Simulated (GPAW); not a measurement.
TiAl3:

```
Ti Al
1.0
     5.06249    0.00000    0.00000
     2.17669    4.57065    0.00000
    -3.61959   -2.28532    2.70271
Ti Al
1 3
Cartesian
  0.0000 0.0000 0.0000
  1.0883 2.2853 1.3514
  2.5312 0.0000 1.3514
  3.6196 2.2853 0.0000
```

The cell comes from a database or a generator and needn't be the stable form of this composition.

| Item | Value |
| --- | --- |
| Program | GPAW 26.7.0 |
| Task | relaxation of cell and atoms |
| Functional | PBE |
| Potentials or basis | GPAW PAW data sets (gpaw-data 1.2.1) |
| Cutoff | 600 eV |
| Basis | pw |
| k mesh | 6 × 6 × 6 |
| Occupations | fermi-dirac, width 0.05 eV |
| Spin | no spin polarisation |

At the start: pressure 2.2 GPa; volume 15.63 Å³/atom.

Q: How do energy, volume and symmetry change on relaxing?

A: Over 3 steps the energy falls by 2.5 meV/atom and the volume is 15.94 Å³/atom (+1.9 %); space group I4/mmm (No. 139, to 0.05 Å).

Step by step:
| step | energy change (eV) | largest force (eV/Å) | pressure (GPa) | volume (Å³) |
| --- | --- | --- | --- | --- |
| 1 | 0.0000 | 0.0000 | 2.17 | 62.54 |
| 2 | -0.0021 | 0.0000 | 1.91 | 62.68 |
| 3 | -0.0100 | 0.0000 | 0.04 | 63.75 |

Final structure:
```
Ti Al
1.0
     5.09574    0.00092    0.00000
     2.19182    4.60027    0.00000
    -3.64378   -2.30059    2.71969
Ti Al
1 3
Direct
  0.00000 0.00000 0.00000
  0.25000 0.75000 0.50000
  0.75000 0.25000 0.50000
  0.50000 0.50000 0.00000
```

Caveat: the k mesh is coarse (spacing up to 0.39 Å⁻¹), so the values aren't converged; later steps reuse the first step's grids.
